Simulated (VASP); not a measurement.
# Os (Fd-3m) in VASP: further runs

The runs below take Os through single point, with BLYP.

Everything below comes from runs of VASP 6.6.1. Logs are shortened: lines on timing, memory, paths and dates and some standing lists are left out, and cuts for length are marked.

**1. Starting point**

Symmetry: Fd-3m, No. 227, cubic system. Conventional cell: a = 5.631 Å, b = 5.631 Å, c = 5.631 Å, α = 90.00°, β = 90.00°, γ = 90.00°. Os (site symmetry -43m) is surrounded by 4 Os at 2.44 Å.

This isn't the form of Os at room conditions, which is hcp.

**2. Single point, BLYP**

Contents of INCAR:

```
SYSTEM = Os
PREC = Accurate
ENCUT = 520
EDIFF = 1E-6
ISMEAR = -1
SIGMA = 0.1
LREAL = .FALSE.
LASPH = .TRUE.
NELM = 60
ALGO = Normal
ISIF = 2
LWAVE = .FALSE.
LCHARG = .FALSE.
GGA = B5
ALDAX = 1.0
AGGAX = 1.0
AGGAC = 1.0
ALDAC = 0.0
NBANDS = 15
```

Contents of KPOINTS:

```
Automatic mesh
0
G
  16 16 16
  0 0 0
```

Contents of POSCAR:

```
Os
1.0
    0.0000000000      2.8157249164      2.8157249164
    2.8157249164      0.0000000000      2.8157249164
    2.8157249164      2.8157249164      0.0000000000
Os
2
Direct
    0.1250000000      0.1250000000      0.1250000000
    0.8750000000      0.8750000000      0.8750000000
```

Potentials or basis: VASP PAW PBE potentials, release 64 (Os).

The run is started by

```sh
cat potpaw_PBE.64/Os/POTCAR > POTCAR
mpirun -np 1 vasp_std > vasp.out
```

OUTCAR:

```text
SYSTEM = Os
   PREC = Accurate
   ENCUT = 520
   EDIFF = 1E-6
   ISMEAR = -1
   LREAL = .FALSE.
   LASPH = .TRUE.
   NELM = 60
   ISIF = 2
   GGA = B5

 ion  position               nearest neighbor table
   1  0.125  0.125  0.125-   2 2.44   2 2.44   2 2.44   2 2.44
   2  0.875  0.875  0.875-   1 2.44   1 2.44   1 2.44   1 2.44

  LATTYP: Found a face centered cubic cell.
 ALAT       =     5.6314498328

  Lattice vectors:

 A1 = (   0.0000000000,   2.8157249164,   2.8157249164)
 A2 = (   2.8157249164,   0.0000000000,   2.8157249164)
 A3 = (   2.8157249164,   2.8157249164,   0.0000000000)

Analysis of symmetry for initial positions (statically):
=====================================================================
 Subroutine PRICEL returns:
 Original cell was already a primitive cell.

 Routine SETGRP: Setting up the symmetry group for a
 face centered cubic supercell.

 Subroutine GETGRP returns: Found 48 space group operations
 (whereof 12 operations were pure point group operations)
 out of a pool of 48 trial point group operations.

The static configuration has the point symmetry D_3d.
 The point group associated with its full space group is O_h .

Analysis of symmetry for dynamics (positions and initial velocities):
=====================================================================
 Subroutine PRICEL returns:
 Original cell was already a primitive cell.

 Routine SETGRP: Setting up the symmetry group for a
 face centered cubic supercell.

 Subroutine GETGRP returns: Found 48 space group operations
 (whereof 12 operations were pure point group operations)
 out of a pool of 48 trial point group operations.

The dynamic configuration has the point symmetry D_3d.
 The point group associated with its full space group is O_h .

 Subroutine INISYM returns: Found 48 space group operations
 (whereof 12 operations are pure point group operations),
 and found     1 'primitive' translations

----------------------------------------------------------------------------------------

                                     Primitive cell

  volume of cell :      44.6479

  direct lattice vectors                    reciprocal lattice vectors
     0.000000000  2.815724916  2.815724916    -0.177574165  0.177574165  0.177574165
     2.815724916  0.000000000  2.815724916     0.177574165 -0.177574165  0.177574165
     2.815724916  2.815724916  0.000000000     0.177574165  0.177574165 -0.177574165

  length of vectors
     3.982036365  3.982036365  3.982036365     0.307567475  0.307567475  0.307567475

  position of ions in fractional coordinates (direct lattice)
     0.125000000  0.125000000  0.125000000
     0.875000000  0.875000000  0.875000000

  ion indices of the primitive-cell ions
   primitive index   ion index
                 1           1
                 2           2

----------------------------------------------------------------------------------------

 KPOINTS: Automatic mesh

Automatic generation of k-mesh.
 Grid dimensions read from file:
 generate k-points for:   16   16   16

 Generating k-lattice:

  Cartesian coordinates                     Fractional coordinates (reciprocal lattice)
    -0.011098385  0.011098385  0.011098385     0.062500000  0.000000000  0.000000000
     0.011098385 -0.011098385  0.011098385     0.000000000  0.062500000  0.000000000
     0.011098385  0.011098385 -0.011098385     0.000000000  0.000000000  0.062500000

  Length of vectors
     0.019222967  0.019222967  0.019222967

  Shift w.r.t. Gamma in fractional coordinates (k-lattice)
     0.000000000  0.000000000  0.000000000

 Subroutine IBZKPT returns following result:
 ===========================================

 Found    145 irreducible k-points:

 Following reciprocal coordinates:
            Coordinates               Weight
  0.000000  0.000000  0.000000      1.000000
  0.062500  0.000000  0.000000      8.000000
  0.125000  0.000000  0.000000      8.000000
  0.187500  0.000000  0.000000      8.000000
  0.250000  0.000000  0.000000      8.000000
  0.312500  0.000000  0.000000      8.000000
[... 16 lines left out ...]
 -0.125000  0.062500  0.000000     24.000000
 -0.062500  0.062500  0.000000     12.000000
 [... further k-points ...]
   k-points           NKPTS =    145   k-points in BZ     NKDIM =    145   number of bands    NBANDS=     15
   number of dos      NEDOS =    301   number of ions     NIONS =      2
   total plane-waves  NPLWV =  27000
   dimension x,y,z NGX =    30 NGY =   30 NGZ =   30
   dimension x,y,z NGXF=    60 NGYF=   60 NGZF=   60
   ions per type =               2
   NGX,Y,Z   is equivalent  to a cutoff of  12.52, 12.52, 12.52 a.u.
   NGXF,Y,Z  is equivalent  to a cutoff of  25.05, 25.05, 25.05 a.u.
 SYSTEM =  Os
   PREC   = accura    normal or accurate (medium, high low for compatibility)
   ISTART =      0    job   : 0-new  1-cont  2-samecut
   ICHARG =      2    charge: 1-file 2-atom 10-const
   ISPIN  =      1    spin polarized calculation?
   LNONCOLLINEAR =      F non collinear calculations
   LSORBIT =      F    spin-orbit coupling
   LASPH  =      T    aspherical Exc in radial PAW
   ENCUT  =  520.0 eV  38.22 Ry    6.18 a.u.   7.40  7.40  7.40*2*pi/ulx,y,z
   NELM   =     60;   NELMIN=  2; NELMDL= -5     # of ELM steps
   EDIFF  = 0.1E-05   stopping-criterion for ELM
   LREAL  =      F    real-space projection
   EDIFFG = 0.1E-04   stopping-criterion for IOM
   NSW    =      0    number of steps for IOM
   IBRION =     -1    ionic relax: 0-MD 1-quasi-New 2-CG
   NFREE  =      0    steps in history (QN), initial steepest desc. (CG)
   ISIF   =      2    stress and relaxation
   ISYM   =      2    0-nonsym 1-usesym 2-fastsym
   POTIM  = 0.5000    time-step for ionic-motion
   TEBEG  =    0.0;   TEEND  =   0.0 temperature during run
   PSTRESS=    0.0 pullay stress
   NELECT =      16.0000    total number of electrons
   NUPDOWN=      -1.0000    fix difference up-down
   EMIN   =  10.00;   EMAX   =-10.00  energy-range for DOS
   EFERMI =   0.00;   METHOD = LEGACY
   ISMEAR =    -1;   SIGMA  =   0.10  broadening in eV -4-tet -1-fermi 0-gaus
   EFERMI_NEDOS =   21; number of points for ismear=-14 and -15
   IALGO  =     38    algorithm
   IMIX   =      4    mixing-type and parameters
     AMIX     =   0.40;   BMIX     =  1.00
     AMIX_MAG =   1.60;   BMIX_MAG =  1.00
  volume/ion in A,a.u.               =      22.32       150.65
  Fermi-wavevector in a.u.,A,eV,Ry     =   1.162826  2.197422 18.397301  1.352163
  Thomas-Fermi vector in A             =   2.299382
   LORBIT       =      0    0 simple, 1 ext, 2 COOP (PROOUT), +10 PAW based schemes
   GGA     = B5    functional components
   LHFCALC =     F    Hartree Fock is set to
   AEXX    =    0.0000 exact exchange contribution
   IVDW    =     0    specifies the selected vdW correction
   LEPSILON=     F    determine dielectric tensor
   LRPA    =     F    only Hartree local field effects (RPA)
 non-spin polarized calculation
  energy-cutoff  :      520.00
  volume of cell :       44.65
 maximum number of plane-waves:      1243
 NGX is ok and might be reduce to    30
   NGX = 15   NGY = 15   NGZ = 15

 number of electron      15.9999999 magnetization

 Free energy of the ion-electron system (eV)
  ---------------------------------------------------
  ext. energy  EPLUGINS =         0.00000000
  ---------------------------------------------------
  free energy    TOTEN  =       -17.96245369 eV

  energy without entropy =      -17.90279842  energy(sigma->0) =      -17.93262606

 E-fermi :   4.5527     XC(G=0): -10.3487

 val. band max:        4.5419576450   @ k =   0.3750   0.1875   0.0000
 cond. band min:       4.5536074313   @ k =   0.5000   0.1875   0.0000
 fundamental gap:      0.0116497863
 Fermi energy:         4.5527023583

 k-point     1 :       0.0000    0.0000    0.0000
  band No.  band energies     occupation
      1      -2.6762      2.00000
      2       0.5935      2.00000
      3       0.5935      2.00000
      4       1.1452      2.00000
      5       1.1452      2.00000
      6       1.1452      2.00000
      7       4.0015      1.99196
      8       4.0015      1.99196
      9       4.0015      1.99196
     10       6.8842      0.00000
     11       6.8842      0.00000
     12      15.8703      0.00000
     13      15.9966      0.00000
     14      17.4126      0.00000
     15      17.4126      0.00000

 k-point     2 :       0.0625    0.0000    0.0000
  band No.  band energies     occupation
      1      -2.6078      2.00000
      2       0.5460      2.00000
      3       0.5460      2.00000
      4       1.1356      2.00000
      5       1.2206      2.00000
      6       1.2206      2.00000
      7       3.9320      1.99598
      8       3.9908      1.99277
      9       3.9908      1.99277
     10       6.8788      0.00000
     11       6.8788      0.00000
     12      15.5346      0.00000
     13      15.9960      0.00000
     14      17.2866      0.00000
     15      17.3172      0.00000

 k-point     3 :       0.1250    0.0000    0.0000
  band No.  band energies     occupation
      1      -2.4073      2.00000
      2       0.4638      2.00000
      3       0.4638      2.00000
      4       1.1094      2.00000
      5       1.3748      2.00000
      6       1.3748      2.00000
      7       3.7437      1.99939
      8       3.9731      1.99394
      9       3.9731      1.99394
     10       6.8592      0.00000
     11       6.8592      0.00000
     12      14.4949      0.00000
     13      15.6651      0.00000
     14      16.8472      0.00000
     15      16.8482      0.00000
[... 343 lines left out ...]
 k-point    23 :      -0.1250    0.0625    0.0000
  band No.  band energies     occupation
      1      -2.2543      2.00000
      2       0.3122      2.00000
      3       0.5580      2.00000
      4       1.1059      2.00000
      5       1.3120      2.00000
      6       1.5785      2.00000
      7       3.5709      1.99989
      8       3.8520      1.99819
      9       4.1472      1.96592
     10       6.6888      0.00000
     11       6.9759      0.00000
     12      13.9867      0.00000
     13      15.0953      0.00000
     14      16.0019      0.00000
     15      16.9918      0.00000

 k-point    24 :      -0.0625    0.0625    0.0000
  band No.  band energies     occupation
      1      -2.4951      2.00000
      2       0.4159      2.00000
      3       0.5778      2.00000
      4       1.1402      2.00000
      5       1.2169      2.00000
      6       1.3901      2.00000
      7       3.7842      1.99908
      8       3.9219      1.99636
      9       4.0773      1.98292
     10       6.7923      0.00000
     11       6.9395      0.00000
     12      15.1192      0.00000
     13      15.7353      0.00000
     14      16.7478      0.00000
     15      16.7575      0.00000

 [... further k-points ...]

------------------------ aborting loop because EDIFF is reached ----------------------------------------

  FORCE on cell =-STRESS in cart. coord.  units (eV):
  Direction    XX          YY          ZZ          XY          YZ          ZX
  --------------------------------------------------------------------------------------
  -------------------------------------------------------------------------------------
  Total        0.1237638      0.1237638      0.1237638      0.0000000     -0.0000000     -0.0000000
  in kB        4.4412339      4.4412339      4.4412339      0.0000000     -0.0000000     -0.0000000
  external PRESSURE =       4.4412339 kB  Pullay stress =       0.0000000 kB

 VOLUME and BASIS-vectors are now :
 -----------------------------------------------------------------------------
  energy-cutoff  :      520.00
  volume of cell :       44.65
      direct lattice vectors                 reciprocal lattice vectors
     0.000000000  2.815724916  2.815724916    -0.177574165  0.177574165  0.177574165
     2.815724916  0.000000000  2.815724916     0.177574165 -0.177574165  0.177574165
     2.815724916  2.815724916  0.000000000     0.177574165  0.177574165 -0.177574165

 POSITION                                       TOTAL-FORCE (eV/Angst)
 -----------------------------------------------------------------------------------
      0.70393      0.70393      0.70393        -0.000000     -0.000000     -0.000000
      4.92752      4.92752      4.92752         0.000000      0.000000      0.000000
 -----------------------------------------------------------------------------------
    total drift:                               -0.000000      0.000000      0.000000

  FREE ENERGIE OF THE ION-ELECTRON SYSTEM (eV)
  ---------------------------------------------------
  free  energy   TOTEN  =       -17.9624536919 eV

  energy  without entropy=      -17.9027984244  energy(sigma->0) =      -17.93262606
```

It took 79 s on 1 thread of Intel Xeon Platinum 8488C (Sapphire Rapids), shared host; peak memory 0.22 GiB.

Results:

- Free energy: -17.9625 eV
- Pressure: 0.4 GPa
- Band gap on the k mesh: none (metal or under the smearing width)

Caveat: the PAW data sets were made with another functional, which shifts forces and pressure a little.

(Part 1 of 2 ends here.)
